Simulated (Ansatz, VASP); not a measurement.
**One calculation of GaN, two programs**

```
Ga N
1.0
     3.16728    0.00000    0.00000
    -1.58364    2.74294    0.00000
     0.00000    0.00000    5.17695
Ga N
2 2
Direct
  0.33333 0.66667 0.99948
  0.66667 0.33333 0.49948
  0.33333 0.66667 0.37552
  0.66667 0.33333 0.87552
```

Alike in both runs: functional LDA; k mesh 9 × 9 × 6; no spin polarisation.

Ansatz relaxed the structure, and its values are those at the end. VASP's run is a single point on that final structure, the one shown.

|  | VASP | Ansatz |
| --- | --- | --- |
| version | VASP 6.6.1 | Ansatz 0.2.0 |
| potentials or method | VASP PAW LDA potentials, release 64 (Ga_d, N) | scalar-relativistic, plane waves, PAW |
| plane-wave cutoff (eV) | 520 | 420 |
| occupations | gaussian, width 0.01 eV | fixed |
| valence electrons in the cell | 36 | 36 |

```tsv
	VASP	Ansatz	Ansatz less VASP
gap on the k mesh at the Fermi level (eV)	2.02	2.00	-0.015
least direct gap on the mesh (eV)	2.02	2.00	-0.015
pressure (GPa)	-2.3	-3.4	-1.04
```

Ansatz warned: «stress_scf_threshold_loose».

Expect the measured gap to be larger: semilocal functionals such as LDA lack the derivative discontinuity.
